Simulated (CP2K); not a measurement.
GaSb:

```
Sb Ga
1.0
     4.32608    0.00000    0.00000
     2.16304    3.74649    0.00000
     2.16304    1.24883    3.53223
Sb Ga
1 1
Direct
  0.75000 0.75000 0.75000
  0.00000 0.00000 0.00000
```

Base run:

| Quantity | Value |
| --- | --- |
| Program | CP2K 2026.2 |
| Functional | PBEsol |
| Potentials or basis | POTENTIAL_UZH Sb GTH-PBE-q5, Ga GTH-PBE-q13; TZVP-MOLOPT-PBE-GTH basis |
| Density cutoff | 9184 eV |
| k mesh | 8 × 8 × 8 |
| Occupations | fermi-dirac, width 0.05 eV |
| Spin | no spin polarisation |

Its results: band gap on the k mesh none (metal or under the smearing width); pressure 1.3 GPa.

Q: The run is repeated on the same cell with these changes: functional from PBEsol to BLYP. What comes out?

A: Band gap on the k mesh none (metal or under the smearing width); pressure 5.6 GPa.

BLYP binds less tightly than PBEsol, so the same cell stands under more pressure.

Caveats: the potentials were made for another functional, which shifts forces and pressure; spin-orbit coupling is left out, which moves the levels of the heavy elements; the basis of atomic orbitals isn't converged, which shifts pressures, moduli and gaps.
